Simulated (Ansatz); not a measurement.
## Phase order of Sr

Structure types of Sr are relaxed in primitive cells with their symmetry kept at 0 GPa, first on PAW files, then by LAPW. The enthalpy is E + pV at zero temperature, without zero-point motion. Only the types listed were tried, and differences under about 5 meV/atom are mesh noise.

All numbers are PBE results (scalar-relativistic) from Ansatz 0.2.0, with Fermi–Dirac smearing of 0.05 eV, no spin polarisation. Methods: LAPW: all electrons, basis error target 0.5 meV/atom; PAW: frozen-core files, cutoff 420 eV.

k meshes: fcc 12×12×12, bcc 12×12×12, hcp 11×11×6.

| start type | ends as | a, b, c (Å) | V (Å³/atom) | H − H(lowest), LAPW (meV/atom) |
| --- | --- | --- | --- | --- |
| fcc | fcc, Fm-3m | 6.035, 6.035, 6.035 | 54.96 | 0.0 |
| bcc | bcc, Im-3m | 4.758, 4.758, 4.758 | 53.86 | 6.0 |
| hcp | hcp, P6_3/mmc | 4.265, 4.265, 7.024 | 55.32 | 1.4 |
